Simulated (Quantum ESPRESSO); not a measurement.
# Al2Au (P1) in Quantum ESPRESSO: convergence with wavefunction cutoff

Aim: find how far wavefunction cutoff must go before the results for Al2Au settle, at PBE. This setting moves, with any that are tied to it; all else stays.

All numbers are computed with Quantum ESPRESSO 7.5; they aren't measurements. Logs are shortened: lines on timing, memory, paths and dates and some standing lists are left out, and cuts for length are marked.

## 1. The cell of the first run

The typed cell holds 3 atoms: a = 4.243 Å, b = 4.243 Å, c = 4.243 Å, α = 60.00°, β = 60.00°, γ = 60.00°.

The cell isn't the ideal one: atoms moved at random, drawn with an rms of 0.15 Å.

## 2. With wavefunction cutoff 27 Ry

pw.in reads:

```
&CONTROL
  calculation = 'scf'
  prefix = 'pwscf'
  outdir = './tmp'
  pseudo_dir = './pseudo'
  tprnfor = .true.
  tstress = .true.
  disk_io = 'nowf'
/
&SYSTEM
  ibrav = 0
  nat = 3
  ntyp = 2
  ecutwfc = 27
  nbnd = 19
  occupations = 'smearing'
  smearing = 'mv'
  degauss = 0.00999582
/
&ELECTRONS
  conv_thr = 6d-10
  electron_maxstep = 120
  mixing_beta = 0.5
/
ATOMIC_SPECIES
Au   196.9666 79_Au_19_2.4_2.5_pbe_n_v1.0.upf
Al    26.9815 13_Al_3_1.9_1.9_pbe_n_v1.0.upf
CELL_PARAMETERS angstrom
   0.0000000000    3.0000000000    3.0000000000
   3.0000000000    0.0000000000    3.0000000000
   3.0000000000    3.0000000000    0.0000000000
ATOMIC_POSITIONS crystal
Au    -0.0019900000   -0.0173610000    0.0169510000
Al     0.7153010000    0.7645420000    0.7552000000
Al     0.2314210000    0.2578160000    0.2473110000
K_POINTS automatic
6 6 6 0 0 0
```

Potentials or basis: SPMS 1.0 PBE.

On the command line:

```
> OMP_NUM_THREADS=1 pw.x -in pw.in > pw.out
```

Wall time 30 s (1 thread of Arm Neoverse V2, shared host); peak memory 0.06 GiB.

What came out:

* Free energy: -4032.2939 eV
* Pressure: -6.4 GPa
* Largest force: 1.092 eV/Å
* Band gap on the k mesh: none (metal or under the smearing width)

## 3. With wavefunction cutoff 34 Ry

pw.in: that of step 2 with these lines changed.

```diff
@@ -13,3 +13,3 @@
   ntyp = 2
-  ecutwfc = 27
+  ecutwfc = 34
   nbnd = 19
```

Potentials or basis: SPMS 1.0 PBE.

On the command line:

```
> OMP_NUM_THREADS=1 pw.x -in pw.in > pw.out
```

It took 38 s on 1 thread of Arm Neoverse V2, shared host; peak memory 0.07 GiB.

What came out:

- Free energy: -4032.6562 eV
- Pressure: 4.0 GPa
- Largest force: 1.113 eV/Å
- Band gap on the k mesh: none (metal or under the smearing width)

## 4. With wavefunction cutoff 41 Ry

pw.in: that of step 3 with these lines changed.

```diff
@@ -13,3 +13,3 @@
   ntyp = 2
-  ecutwfc = 34
+  ecutwfc = 41
   nbnd = 19
```

On the command line:

```
> OMP_NUM_THREADS=1 pw.x -in pw.in > pw.out
```

Run time: 58 s. Hardware: 1 thread of Arm Neoverse V2, shared host; peak memory 0.09 GiB.

Results:

```yaml
Free_energy: -4032.6603 eV
Pressure: 4.1 GPa
Largest_force: 1.113 eV/Å
Band_gap_on_the_k_mesh: none (metal or under the smearing width)
```

## 5. With wavefunction cutoff 48 Ry

pw.in: that of step 4 with these lines changed.

```diff
@@ -13,3 +13,3 @@
   ntyp = 2
-  ecutwfc = 41
+  ecutwfc = 48
   nbnd = 19
```

On the command line:

```
> OMP_NUM_THREADS=1 pw.x -in pw.in > pw.out
```

Run time: 64 s. Hardware: 1 thread of Arm Neoverse V2, shared host; peak memory 0.12 GiB.

Results:

* Free energy: -4032.6611 eV
* Pressure: 4.1 GPa
* Largest force: 1.113 eV/Å
* Band gap on the k mesh: none (metal or under the smearing width)

## 6. With wavefunction cutoff 54 Ry

pw.in: that of step 5 with these lines changed.

```diff
@@ -13,3 +13,3 @@
   ntyp = 2
-  ecutwfc = 48
+  ecutwfc = 54
   nbnd = 19
```

Potentials or basis: SPMS 1.0 PBE.

On the command line:

```
> OMP_NUM_THREADS=1 pw.x -in pw.in > pw.out
```

Wall time 82 s (1 thread of Arm Neoverse V2, shared host); peak memory 0.13 GiB.

Results (log left out):

- Free energy: -4032.6613 eV
- Pressure: 4.1 GPa
- Largest force: 1.113 eV/Å
- Band gap on the k mesh: none (metal or under the smearing width)

## 7. With wavefunction cutoff 61 Ry

pw.in: that of step 6 with these lines changed.

```diff
@@ -13,3 +13,3 @@
   ntyp = 2
-  ecutwfc = 54
+  ecutwfc = 61
   nbnd = 19
```

On the command line:

```
> OMP_NUM_THREADS=1 pw.x -in pw.in > pw.out
```

Run time: 87 s. Hardware: 1 thread of Arm Neoverse V2, shared host; peak memory 0.14 GiB.

It converged, with:

- Free energy: -4032.6615 eV
- Pressure: 4.1 GPa
- Largest force: 1.113 eV/Å
- Band gap on the k mesh: none (metal or under the smearing width)

## 8. With wavefunction cutoff 68 Ry

pw.in: that of step 7 with these lines changed.

```diff
@@ -13,3 +13,3 @@
   ntyp = 2
-  ecutwfc = 61
+  ecutwfc = 68
   nbnd = 19
```

On the command line:

```
> OMP_NUM_THREADS=1 pw.x -in pw.in > pw.out
```

Run time: 2.1 min. Hardware: 1 thread of Arm Neoverse V2, shared host; peak memory 0.18 GiB.

The run converged. Its results:

```
Free energy            : -4032.6617 eV
Pressure               : 4.1 GPa
Largest force          : 1.113 eV/Å
Band gap on the k mesh : none (metal or under the smearing width)
```

## 9. With wavefunction cutoff 82 Ry

pw.in: that of step 8 with these lines changed.

```diff
@@ -13,3 +13,3 @@
   ntyp = 2
-  ecutwfc = 68
+  ecutwfc = 82
   nbnd = 19
```

Potentials or basis: SPMS 1.0 PBE.

On the command line:

```
> OMP_NUM_THREADS=1 pw.x -in pw.in > pw.out
```

Wall time 2.5 min (1 thread of Arm Neoverse V2, shared host); peak memory 0.23 GiB.

It converged, with:

- Free energy: -4032.6621 eV
- Pressure: 4.1 GPa
- Largest force: 1.113 eV/Å
- Band gap on the k mesh: none (metal or under the smearing width)

## 10. With wavefunction cutoff 102 Ry

pw.in: that of step 9 with these lines changed.

```diff
@@ -13,3 +13,3 @@
   ntyp = 2
-  ecutwfc = 82
+  ecutwfc = 102
   nbnd = 19
```

Potentials or basis: SPMS 1.0 PBE.

On the command line:

```
> OMP_NUM_THREADS=1 pw.x -in pw.in > pw.out
```

pw.out:

```text
This program is part of the open-source Quantum ESPRESSO suite
     for quantum simulation of materials; please cite
[... 6 lines left out ...]
     --------------------
     sticks:   dense  smooth     PW     G-vecs:    dense   smooth      PW
     Sum        1801    1801    511                50701    50701    7799

     Using Slab Decomposition

     bravais-lattice index     =            0
     lattice parameter (alat)  =       8.0174  a.u.
     unit-cell volume          =     364.4101 (a.u.)^3
     number of atoms/cell      =            3
     number of atomic types    =            2
     number of electrons       =        25.00
     number of Kohn-Sham states=           19
     kinetic-energy cutoff     =     102.0000  Ry
     charge density cutoff     =     408.0000  Ry
     scf convergence threshold =      6.0E-10
     mixing beta               =       0.5000
     number of iterations used =            8  plain     mixing
     Exchange-correlation= PBE
                           (   1   4   3   4   0   0   0)

     celldm(1)=   8.017429  celldm(2)=   0.000000  celldm(3)=   0.000000
     celldm(4)=   0.000000  celldm(5)=   0.000000  celldm(6)=   0.000000

     crystal axes: (cart. coord. in units of alat)
               a(1) = (   0.000000   0.707107   0.707107 )
               a(2) = (   0.707107   0.000000   0.707107 )
               a(3) = (   0.707107   0.707107   0.000000 )

     reciprocal axes: (cart. coord. in units 2 pi/alat)
               b(1) = ( -0.707107  0.707107  0.707107 )
               b(2) = (  0.707107 -0.707107  0.707107 )
               b(3) = (  0.707107  0.707107 -0.707107 )

     PseudoPot. # 1 for Au read from file:
     79_Au_19_2.4_2.5_pbe_n_v1.0.upf
     Pseudo is Norm-conserving + core correction, Zval = 19.0
     Generated using ONCVPSP code by D. R. Hamann
     Using radial grid of 1358 points,  7 beta functions with:
                l(1) =   0
                l(2) =   0
                l(3) =   1
                l(4) =   1
                l(5) =   2
                l(6) =   2
                l(7) =   3

     PseudoPot. # 2 for Al read from file:
     13_Al_3_1.9_1.9_pbe_n_v1.0.upf
     Pseudo is Norm-conserving + core correction, Zval =  3.0
     Generated using ONCVPSP code by D. R. Hamann
     Using radial grid of 1872 points,  6 beta functions with:
                l(1) =   0
                l(2) =   0
                l(3) =   1
                l(4) =   1
                l(5) =   2
                l(6) =   2

     atomic species   valence    mass     pseudopotential
     Au               19.00   196.96660     Au( 1.00)
     Al                3.00    26.98150     Al( 1.00)

     No symmetry found

   Cartesian axes

     site n.     atom                  positions (alat units)
         1        Au     tau(   1) = (  -0.0002899   0.0105790  -0.0136832  )
         2        Al     tau(   2) = (   1.0746199   1.0398012   1.0464070  )
         3        Al     tau(   3) = (   0.3571787   0.3385146   0.3459428  )

     number of k points=   112  Marzari-Vanderbilt smearing, width (Ry)=  0.0100

     Number of k-points >= 100: set verbosity='high' to print them.

     Dense  grid:    50701 G-vectors     FFT dimensions: (  54,  54,  54)

     Initial potential from superposition of free atoms

     starting charge      24.9950, renormalised to      25.0000
     Starting wfcs are   18 randomized atomic wfcs +    1 random wfcs

     Self-consistent Calculation

     iteration #  1     ecut=   102.00 Ry     beta= 0.50
     Davidson diagonalization with overlap
     ethr =  1.00E-02,  avg # of iterations =  5.0

     total energy              =    -296.27280002 Ry
     estimated scf accuracy    <       0.33795023 Ry

     iteration #  2     ecut=   102.00 Ry     beta= 0.50
     Davidson diagonalization with overlap
     ethr =  1.35E-03,  avg # of iterations =  2.1

     total energy              =    -296.37407830 Ry
     estimated scf accuracy    <       0.12235571 Ry

     iteration #  3     ecut=   102.00 Ry     beta= 0.50
     Davidson diagonalization with overlap
     ethr =  4.89E-04,  avg # of iterations =  2.3
[... 36 lines left out ...]
     total energy              =    -296.39521013 Ry
     estimated scf accuracy    <          4.2E-09 Ry

     iteration #  9     ecut=   102.00 Ry     beta= 0.50
     Davidson diagonalization with overlap
     ethr =  1.68E-11,  avg # of iterations =  2.7

     total energy              =    -296.39521013 Ry
     estimated scf accuracy    <          1.2E-09 Ry

     iteration # 10     ecut=   102.00 Ry     beta= 0.50
     Davidson diagonalization with overlap
     ethr =  4.67E-12,  avg # of iterations =  2.0

     End of self-consistent calculation

     Number of k-points >= 100: set verbosity='high' to print the bands.

     the Fermi energy is    11.3807 ev

!    total energy              =    -296.39521013 Ry
     estimated scf accuracy    <          9.5E-12 Ry
     smearing contrib. (-TS)   =       0.00022771 Ry
     internal energy E=F+TS    =    -296.39543784 Ry

     The total energy is F=E-TS. E is the sum of the following terms:
     one-electron contribution =    -161.65915171 Ry
     hartree contribution      =      87.53000304 Ry
     xc contribution           =     -51.23714863 Ry
     ewald contribution        =    -171.02914053 Ry

     convergence has been achieved in  10 iterations

     Forces acting on atoms (cartesian axes, Ry/au):

     atom    1 type  1   force =     0.01529494   -0.04048143    0.00010781
     atom    2 type  2   force =    -0.01204582    0.02302376    0.00623978
     atom    3 type  2   force =    -0.00324911    0.01745767   -0.00634759

     Total force =     0.054244     Total SCF correction =     0.000009

     Computing stress (Cartesian axis) and pressure

          total   stress  (Ry/bohr**3)                   (kbar)     P=       41.34
   0.00029522  -0.00007465  -0.00003925           43.43      -10.98       -5.77
  -0.00007465   0.00024819   0.00006666          -10.98       36.51        9.81
  -0.00003925   0.00006666   0.00029975           -5.77        9.81       44.10

=------------------------------------------------------------------------------=
   JOB DONE.
=------------------------------------------------------------------------------=
```

Wall time 4.5 min (1 thread of Arm Neoverse V2, shared host); peak memory 0.32 GiB.

Results:

```
Free energy            : -4032.6623 eV
Pressure               : 4.1 GPa
Largest force          : 1.113 eV/Å
Band gap on the k mesh : none (metal or under the smearing width)
```

## 11. The series at a glance

```csv
wavefunction cutoff,"energy less the tightest run, at zero smearing (meV/atom)",pressure (GPa),largest force (eV/Å),SCF cycles,CPU time (s),peak memory (GiB)
27 Ry,122.79,-6.38,1.092,10,30,0.06
34 Ry,2.01,4.00,1.113,10,38,0.07
41 Ry,0.66,4.12,1.113,10,58,0.09
48 Ry,0.39,4.14,1.113,10,64,0.12
54 Ry,0.31,4.13,1.113,10,82,0.13
61 Ry,0.25,4.14,1.113,10,87,0.14
68 Ry,0.20,4.13,1.113,10,130,0.18
82 Ry,0.05,4.14,1.113,10,150,0.23
102 Ry,0.00,4.13,1.113,10,270,0.32
```

Against the tightest run, the energy stays within 1 meV/atom from 41 Ry on; the pressure stays within 0.1 GPa from 41 Ry on; the largest force stays within 0.005 eV/Å from 34 Ry on. The tightest run that finished is the yardstick and may itself not be fully converged.
